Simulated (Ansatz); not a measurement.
# How many bands does the GW gap of BN (P6_3/mmc) need?, part 2 of 2

Aim: see how the G0W0 gap of BN (P6_3/mmc) on PBE moves with empty bands and screening cutoff, and what each rung costs.

Ansatz 0.2.0; G0W0 on PBE, plane waves, PAW. Known limits of the many-body steps: not at the basis limit; coarse k mesh.

So far. Step 4 (232 empty bands, screening to 200 eV): Against the run with 9×9×2 mesh, 107 empty bands, screening to 120 eV, the gap moves by +0.15 eV. Step 5 (Changing the k mesh: 6×6×2 mesh, 107 empty bands …): Against the run with 9×9×2 mesh, 107 empty bands, screening to 120 eV, the gap moves by −0.13 eV, while the start moved by −0.12 eV. A band edge is found at another k point on this mesh.

### 6. Changing the frequency model: 9×9×2 mesh, 107 empty bands, screening to 120 eV, plasmon pole

A plasmon pole stands in for the full frequency dependence of the screening; this run shows what that costs in accuracy.

input.yaml reads:

```yaml
crystal:
  lattice:
    - [2.50399, 0.0, 0.0]
    - [-1.251995, 2.1685189508, 0.0]
    - [0.0, 0.0, 6.6612]
  atoms:
    - { symbol: B, position: [0.3333333333, 0.6666666667, 0.25] }
    - { symbol: B, position: [0.6666666667, 0.3333333333, 0.75] }
    - { symbol: "N", position: [0.3333333333, 0.6666666667, 0.75] }
    - { symbol: "N", position: [0.6666666667, 0.3333333333, 0.25] }
kpoints:
  mp_grid: { grid: [9, 9, 2] }
hamiltonian:
  xc: pbe
scf:
  occupations: { method: fixed }
gw:
  n_empty_bands: 107
  ecut_chi: 120
  qp_bands: [v2, c2]
  qp_kpoints: band_edges
  screening: { model: godby_needs }
```

The run is started by

```bash
$ ansatz run input.yaml --threads 2 --pin off --max-ram 92160MiB --backend cuda --events-out ev --progress --plain --runs-dir out --devices 1 --max-vram 13GiB  # rebuilt from the run's record
```

Numbers of over 12 decimals in the logs are rounded to 6 here.

Output:

```text
GPUs: using 1 of 1 available (devices: 1).
[...]
GPU FFT provider: cuFFT
GPU libraries: cuBLAS 13.8.2, cuFFT 12.4.0, cuSOLVER 12.3.4
Crystal: 4 atoms, lattice volume = 36.170 Å³
Basis set: ecut = 420 eV, 713 PW (Γ)
Bands: 12, of which v1, the nominal top of the filled ones, is band 8 counted from 1 (7 counted from 0)
Symmetry: 24 space group operations
[...]
k-points: 24 of 162
[...]
1    10     12.3026    -6.3522    -4.3603   -11.3770  0.8332    12.9700    12.9671  root
[...]
23     7      4.7125   -20.6116     2.6733   -17.1974  0.8036     3.9690     3.9716  root
    23     8      4.7125   -20.6116     2.6733   -17.1974  0.8036     3.9690     3.9716  root
    23     9      9.3592    -6.1726    -4.5071   -11.5476  0.8281    10.2307    10.2270  root
    23    10      9.3592    -6.1726    -4.5071   -11.5476  0.8281    10.2307    10.2270  root
[key lines of the parts left out:]
SCF converged after 6 iterations
Free energy (F): -1084.808775 eV
Fermi energy:    4.712468 eV
```

The job ended after 9.8 s (1 × NVIDIA H100 80GB HBM3 (shared by 6 runs) with 2 threads of AMD EPYC 7R13 (Zen 3), shared host; peak memory 1.2 GiB; 14 s of CPU time).

Numbers from this step:

* bands summed: 115
* plasmon-pole fit frequency: 24.70 eV
* RPA ε∞ on this mesh (eigenvalues): 2.521, 4.553, 4.553
* plane waves in the screening matrix: 107
* G0W0 gap on the mesh: 5.898 eV
* k of the valence top: 0.3333, 0.3333, -0.5
* k of the conduction bottom: 0.1111, 0.4444, 0
* starting gap on the mesh: 4.404 eV
* least direct G0W0 gap on the computed points: 6.245 eV

Against the run with 9×9×2 mesh, 107 empty bands, screening to 120 eV, the gap moves by −0.011 eV.

### 7. Changing the files: 9×9×2 mesh, 107 empty bands, screening to 120 eV, hard PAW files

Other atomic data (hard PAW) test the pseudisation: the cutoff goes from 420 to 870 eV, with the same valence electrons.

input.yaml, as its differences from that of step 6:

```diff
@@ -14,2 +14,3 @@
   xc: pbe
+  pseudopotentials: { kind: paw, source: ansatz }
 scf:
@@ -21,2 +22,2 @@
   qp_kpoints: band_edges
-  screening: { model: godby_needs }
+  screening: { model: contour_deformation }
```

Output:

```text
GPUs: using 1 of 1 available (devices: 1).
[...]
GPU FFT provider: cuFFT
GPU libraries: cuBLAS 13.8.2, cuFFT 12.4.0, cuSOLVER 12.3.4
Crystal: 4 atoms, lattice volume = 36.170 Å³
Basis set: ecut = 870 eV, 2061 PW (Γ)
Bands: 12, of which v1, the nominal top of the filled ones, is band 8 counted from 1 (7 counted from 0)
Symmetry: 24 space group operations
[...]
k-points: 24 of 162
[...]
1    10     12.2971    -6.3354    -4.3953   -11.3600  0.8145    12.9311    12.9264  root
[...]
23     7      4.7025   -20.6100     2.6280   -17.1921  0.7846     3.9059     3.9126  root
    23     8      4.7025   -20.6100     2.6280   -17.1921  0.7846     3.9059     3.9126  root
    23     9      9.3523    -6.1671    -4.5469   -11.5276  0.8102    10.1728    10.1660  root
    23    10      9.3523    -6.1671    -4.5469   -11.5276  0.8102    10.1728    10.1660  root
[key lines of the parts left out:]
SCF converged after 7 iterations
Free energy (F): -1084.785786 eV
Fermi energy:    4.702479 eV
```

The job ended after 9.9 s (1 × NVIDIA H100 80GB HBM3 (shared by 6 runs) with 2 threads; peak memory 1.2 GiB).

This step gave:

```
bands summed                                 : 115
RPA ε∞ on this mesh (eigenvalues)            : 2.521, 4.554, 4.554
plane waves in the screening matrix          : 107
G0W0 gap on the mesh                         : 5.906 eV
k of the valence top                         : 0.3333, 0.3333, -0.5
k of the conduction bottom                   : 0.1111, 0.4444, 0
starting gap on the mesh                     : 4.403 eV
least direct G0W0 gap on the computed points : 6.247 eV
```

Against the run with 9×9×2 mesh, 107 empty bands, screening to 120 eV, the gap moves by −0.003 eV.

### 8. Convergence and cost

Times are wall times on 1 × NVIDIA H100 80GB HBM3 (shared by 6 runs) with 2 threads of AMD EPYC 7R13 (Zen 3), shared host, good to a factor of about two.

| mesh | files | frequency | bands summed | cutoff (eV) | start (eV) | G0W0 (eV) | time | host memory (GiB) |
| --- | --- | --- | --- | --- | --- | --- | --- | --- |
| 9×9×2 | default PAW | contour deformation | 46 | 60 | 4.404 | 5.816 | 13 s | 1.00 |
| 9×9×2 | default PAW | contour deformation | 115 | 120 | 4.404 | 5.909 | 12 s | 1.1 |
| 9×9×2 | default PAW | contour deformation | 240 | 200 | 4.404 | 6.057 | 13 s | 1.3 |
| 6×6×2 | default PAW | contour deformation | 115 | 120 | 4.289 | 5.779 | 6.2 s | 1.0 |
| 9×9×2 | default PAW | plasmon pole | 115 | 120 | 4.404 | 5.898 | 9.8 s | 1.2 |
| 9×9×2 | hard PAW | contour deformation | 115 | 120 | 4.403 | 5.906 | 9.9 s | 1.2 |

How the two edges are built up, in eV (the quasiparticle level is the starting level plus Σx plus Σc less Vxc):

| run | edge | start | Σx | Σc | Vxc | Z | QP |
| --- | --- | --- | --- | --- | --- | --- | --- |
| 46 bands | valence top | 4.71 | -20.61 | 3.06 | -17.20 | 0.79 | 4.36 |
| 46 bands | conduction bottom | 9.12 | -5.85 | -4.03 | -10.94 | 0.82 | 10.17 |
| 115 bands | valence top | 4.71 | -20.61 | 2.63 | -17.20 | 0.78 | 3.93 |
| 115 bands | conduction bottom | 9.12 | -5.85 | -4.36 | -10.94 | 0.82 | 9.84 |
| 240 bands | valence top | 4.71 | -20.61 | 2.39 | -17.20 | 0.78 | 3.69 |
| 240 bands | conduction bottom | 9.12 | -5.85 | -4.46 | -10.94 | 0.82 | 9.74 |

### 9. What came out

```
46 bands, 60 eV                     : 5.816 eV
115 bands, 120 eV                   : 5.909 eV
240 bands, 200 eV                   : 6.057 eV
estimated limit in bands and cutoff : 6.19 eV
mesh and start                      : 9×9×2, PBE
```

In words: A line in one over the bands through the two highest rungs gives 6.19 eV, +0.14 eV from the top rung; the pair below gives 5.97 eV, so the estimate is still climbing. The rungs stand 0.38 eV (46 bands), 0.28 eV (115 bands) and 0.14 eV (240 bands) from it. From 46 to 240 bands the gap moves by +0.24 eV. Σc changes by −0.67 eV at the valence top and −0.43 eV at the conduction bottom, so the levels themselves move more than the gap between them. On the 6×6×2 mesh in place of 9×9×2 the gap differs by −0.13 eV, of which −0.12 eV is already in the start. The plasmon-pole model gives −0.01 eV against contour deformation, 1 % of the correction. Hard PAW files move the gap by −0.003 eV at equal bands and cutoff, −0.001 eV of it in the start. The 9×9×2 mesh misses a band edge: over a band path and its finer mesh (run apart) the PBE gap is 4.25 eV, so the G0W0 gap over the zone may lie about 0.16 eV below its value on the mesh. The 9×9×2 mesh is coarse for this cell (its supercell is 13 Å along the shortest edge). The RPA ε∞ on it, from the PBE start, is 2.52 and 4.53; such meshes misread the long-range screening, most where the gap is narrow.

[Paths, hosts, dates, memory and timing lines, banners, echoed tables and standing remarks are left out of the program output.]

[Logs are printed without paths, hosts, clocks, repeated set-up lines and the standing remarks that a program may print on its own settings, such as how far it seeks lower states.]

[Runs of the session that timed out or met a known fault of the program may be left out.]

[Cells called generated may have been cut or substituted from an entry of the Crystallography Open Database or the Materials Project.]

[Hosts, paths, dates, database ids (printed as entryN), source tags and the programs' standing remarks are cut or masked in the printed files.]
